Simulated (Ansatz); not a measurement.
MgB2:

```
CELL_PARAMETERS angstrom
3.08500 0.00000 0.00000
-1.54250 2.67169 0.00000
0.00000 0.00000 3.52300
ATOMIC_POSITIONS crystal
Mg 0.00000 0.00000 0.00000
B 0.66667 0.33333 0.50000
B 0.33333 0.66667 0.50000
```

| Quantity | Value |
| --- | --- |
| Program | Ansatz 0.2.0 |
| Task | relaxation of cell and atoms |
| Functional | LDA |
| Potentials or basis | Ansatz PAW |
| Cutoff | 420 eV (not typed: the program's choice for these potentials) |
| k mesh | 10 × 10 × 8 |
| Occupations | fermi-dirac, width 0.05 eV |
| Spin | no spin polarisation |

At the start: volume 9.68 Å³/atom.

Task: How do energy, volume and symmetry change on relaxing?

Result: It ends after 7 steps and the volume is 9.18 Å³/atom (-5.1 %); space group P6/mmm (No. 191, to 0.05 Å).

The path:
```
step  energy change (eV)  largest force (eV/Å)  volume (Å³)
   1              0.0000                0.0000        29.04
   2             -0.0330                0.0000        28.01
   3             -0.0371                0.0000        27.53
   4             -0.0371                0.0000        27.56
   5             -0.0356                0.0000        27.56
   6             -0.0357                0.0000        27.55
   7             -0.0356                0.0000        27.55
```

Final structure:
```
Mg B
1.0
     3.04178    0.00000    0.00000
    -1.52089    2.63426    0.00000
     0.00000    0.00000    3.43831
Mg B
1 2
Cartesian
  0.0000 0.0000 0.0000
  1.5209 0.8781 1.7192
  0.0000 1.7562 1.7192
```

Caveat: the plane-wave basis is chosen anew once the cell has moved, so the energies of steps on either side of that aren't comparable; the PAW data sets come from PBE, with cores solved anew for the run's functional, which leaves a small shift of forces and pressure.
